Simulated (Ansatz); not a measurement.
# BaTiO3: the cost of one run

Computed with Ansatz 0.2.0 (DFT PBE, scalar-relativistic, plane waves, PAW, unless a step's input says otherwise).

4 further runs of the same task are left out: 2 that didn't finish, 2 set aside as unsound or not needed. Runs told in other sessions of the task aren't counted.

### Step 1. The structure to begin with

Symmetry: R3m, No. 160, trigonal system. Conventional cell: a = 5.726 Å, b = 5.726 Å, c = 7.069 Å, α = 90.00°, β = 90.00°, γ = 120.00°. Ba (site symmetry 3m) has 12 O at 2.78 to 2.98 Å in its first shell of neighbours. Ti (site symmetry 3m) is surrounded by 6 O at 1.87 to 2.21 Å. O (site symmetry m) has 2 Ti at 1.87 to 2.21 Å and 1 Ba at 2.78 Å in its first shell of neighbours.

Structure file:

```cif
data_structure
_symmetry_space_group_name_H-M 'P 1'
_symmetry_Int_Tables_number 1
_cell_length_a 4.0598
_cell_length_b 4.0598
_cell_length_c 4.0598
_cell_angle_alpha 89.696
_cell_angle_beta 89.696
_cell_angle_gamma 89.696
_cell_volume 66.91
loop_
_atom_site_label
_atom_site_type_symbol
_atom_site_fract_x
_atom_site_fract_y
_atom_site_fract_z
_atom_site_occupancy
Ba1 Ba 0.00495 0.00495 0.00495 1
Ti1 Ti 0.51919 0.51919 0.51919 1
O1 O 0.48839 0.48839 0.97777 1
O2 O 0.48839 0.97777 0.48839 1
O3 O 0.97777 0.48839 0.48839 1
```

This cell was relaxed beforehand with the same method: volume 13.38 Å³/atom, gap on the mesh 2.63 eV.

### Step 2. The scan: a one-atom displacement scan

Atom 3 (O) is moved by x along the Cartesian unit vector (0.000, 0.000, 1.000); the cell and all other atoms stay fixed. Forces below are components along that vector, summed over the moved atoms. In a periodic cell its images move with it.

### Step 3. x = -0.200 Å

Input file input.yaml:

```yaml
crystal:
  lattice:
    - [2.863070691, 1.6529946342, 2.356300394]
    - [-2.863070691, 1.6529946342, 2.356300394]
    - [0.0, -3.3059892684, 2.356300394]
  atoms:
    - { symbol: Ba, position: [0.0049545205, 0.0049545205, 0.0049545205] }
    - { symbol: Ti, position: [0.5191875227, 0.5191875227, 0.5191875227] }
    - { symbol: O, position: [0.4601009061, 0.4601009061, 0.9494773234] }
    - { symbol: O, position: [0.4883938465, 0.9777702638, 0.4883938465] }
    - { symbol: O, position: [0.9777702638, 0.4883938465, 0.4883938465] }
basis:
  ecutwfc: 420
kpoints:
  mp_grid: { grid: [6, 6, 6] }
hamiltonian:
  xc: pbe
scf:
  occupations: { method: gaussian, width: 0.05 }
output:
  forces: true
  stress: true
  eigenvalues: true
```

The run is started by

```bash
ansatz run input.yaml --threads 1 --pin off --max-ram 2560MiB --backend cpu --events-out ev --progress --plain --runs-dir out
```

**Question.** How long does this run take on 1 thread of Arm Neoverse V2, shared host, and how much memory does it need?

About 9.7 s, with a peak of 0.37 GiB.
